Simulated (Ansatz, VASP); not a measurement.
KCl in VASP and in Ansatz

Contents of INCAR:

```
ALGO = Normal ; EDIFF = 1E-7
ENCUT = 520 ; GGA = PE
ISIF = 2 ; ISMEAR = 0
LASPH = T ; LCHARG = F
LREAL = F ; LWAVE = F
NBANDS = 15 ; NELM = 60
PREC = Accurate ; SIGMA = 0.02
```

The input KPOINTS:

```
k-points
0
Gamma
  6 6 6
```

File POSCAR:

```
KCl
1.0
    0.0000000000      3.2236089790      3.2236089790
    3.2709504790      0.0000000000      3.2236089790
    3.2709504790      3.2236089790      0.0000000000
K Cl
1 1
Direct
   -0.0396058427      0.0396058427      0.0396058427
    0.5396058427      0.4603941573      0.4603941573
```

Input for Ansatz:

```yaml
crystal:
  lattice:
    - [0.0, 3.223608979, 3.223608979]
    - [3.270950479, 0.0, 3.223608979]
    - [3.270950479, 3.223608979, 0.0]
  atoms:
    - { symbol: K, position: [-0.0396058427, 0.0396058427, 0.0396058427] }
    - { symbol: Cl, position: [0.5396058427, 0.4603941573, 0.4603941573] }
basis:
  ecutwfc: 420
kpoints:
  mp_grid: { grid: [6, 6, 6] }
hamiltonian:
  xc: pbe
scf:
  occupations: { method: gaussian, width: 0.02 }
output:
  forces: true
  stress: true
  eigenvalues: true
```

Alike in both runs: task single point; functional PBE; k mesh 6 × 6 × 6; occupations gaussian, width 0.02 eV; no spin polarisation.

```csv
,VASP,Ansatz
version,VASP 6.6.1,Ansatz 0.2.0
potentials or method,"VASP PAW PBE potentials, release 64 (K_sv, Cl)","scalar-relativistic, plane waves, PAW"
plane-wave cutoff (eV),520,420
valence electrons in the cell,16,16
```

|  | VASP | Ansatz | Ansatz less VASP |
| --- | --- | --- | --- |
| gap on the k mesh at the Fermi level (eV) | 4.96 | 4.96 | +0.003 |
| least direct gap on the mesh (eV) | 4.96 | 4.96 | +0.003 |
| pressure (GPa) | 0.9 | 0.8 | -0.03 |
| largest component of the traceless stress (GPa) | 3.21 | 3.15 | -0.053 |
| rms of the force components (eV/Å) | 0.485 | 0.477 | -0.0089 |

Atom by atom the forces differ by 0.009 eV/Å (rms over components).
